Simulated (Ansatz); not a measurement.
**Hf2Si: a tetragonal deformation path**

The task here is to estimate one member of a computed series from the others.

Method: DFT r2SCAN, scalar-relativistic, plane waves, PAW, in Ansatz 0.2.0.

2 further runs of the same task are left out: 2 set aside as unsound or not needed.

## The starting structure

The structure is tetragonal, space group I4/mcm (No. 140). Conventional cell: a = 6.560 Å, b = 6.560 Å, c = 5.168 Å, α = 90.00°, β = 90.00°, γ = 90.00°. Around Hf (site symmetry m2m) lie 4 Si at 2.79 Å and 3 Hf at 2.90 to 3.11 Å. Si (site symmetry 422) has 2 Si at 2.58 Å and 8 Hf at 2.79 Å as nearest neighbours.

Structure file:

```cif
data_structure
_symmetry_space_group_name_H-M 'P 1'
_symmetry_Int_Tables_number 1
_cell_length_a 5.3095
_cell_length_b 5.3095
_cell_length_c 5.3095
_cell_angle_alpha 103.699
_cell_angle_beta 103.699
_cell_angle_gamma 121.759
_cell_volume 111.18
loop_
_atom_site_label
_atom_site_type_symbol
_atom_site_fract_x
_atom_site_fract_y
_atom_site_fract_z
_atom_site_occupancy
Hf1 Hf 0.84345 0.65655 0.50000 1
Hf2 Hf 0.34345 0.84345 0.18690 1
Hf3 Hf 0.15655 0.34345 0.50000 1
Hf4 Hf 0.65655 0.15655 0.81310 1
Si1 Si 0.75000 0.75000 0.00000 1
Si2 Si 0.25000 0.25000 0.00000 1
```

It goes back to an entry of the Materials Project, which need not be the stable form.

It is the result of an earlier relaxation at this level (volume 18.53 Å³/atom; gap on the mesh: none (metal)).

Set-up of the first run:

Input file input.yaml:

```yaml
crystal:
  lattice:
    - [-3.2798038066, 3.2798038066, 2.5838183731]
    - [3.2798038066, -3.2798038066, 2.5838183731]
    - [3.2798038066, 3.2798038066, -2.5838183731]
  atoms:
    - { symbol: Hf, position: [0.8434478117, 0.6565521883, 0.5] }
    - { symbol: Hf, position: [0.3434478117, 0.8434478117, 0.1868956233] }
    - { symbol: Hf, position: [0.1565521883, 0.3434478117, 0.5] }
    - { symbol: Hf, position: [0.6565521883, 0.1565521883, 0.8131043767] }
    - { symbol: Si, position: [0.75, 0.75, 0.0] }
    - { symbol: Si, position: [0.25, 0.25, 0.0] }
basis:
  ecutwfc: 500
kpoints:
  mp_grid: { grid: [14, 14, 14] }
hamiltonian:
  xc: r2scan
scf:
  occupations: { method: gaussian, width: 0.15 }
output:
  forces: true
  stress: true
  eigenvalues: true
  write_density: true
  write_potential: true
  elf: true
  volumetric_format: npy
```

On the command line:

```
$ ansatz run input.yaml --threads 1 --pin off --max-ram 2560MiB --backend cpu --events-out ev --progress --plain --runs-dir out
```

Among the steps run: The reference: the undisturbed cell on the scan's mesh; ρ = 0.850; At ρ = 1.200; Point ρ = 0.920; ρ = 1.100; At ρ = 0.960; At ρ = 1.050.

One of the session's tables, all rows but one given; the rest of the session is left out.

The scan, with free energies counted from the undisturbed cell:

```
    ρ  ΔE (meV/atom)  pressure (GPa)
0.850          229.2             2.5
0.920           59.2             0.7
0.960           14.0             0.2
1.000            0.0             0.0
1.050           17.4             0.1
1.100              ?               ?
1.200          209.4             1.4
```

Q: Estimate the row for ρ = 1.100 from the others.

Worked estimate for «ΔE (meV/atom)». A straight line through the neighbours (1.050, 17.4) and (1.200, 209.4) gives 17.4 + (209.4 − 17.4) × (1.100 − 1.050) / (1.200 − 1.050) = 81.4; a parabola fitted to 3 rows on both sides gives 58.1.

**Answer.** ΔE (meV/atom): 65.1; pressure (GPa): 0.4. In «ΔE (meV/atom)» the line misses by +16.3 and the parabola by -7.0.
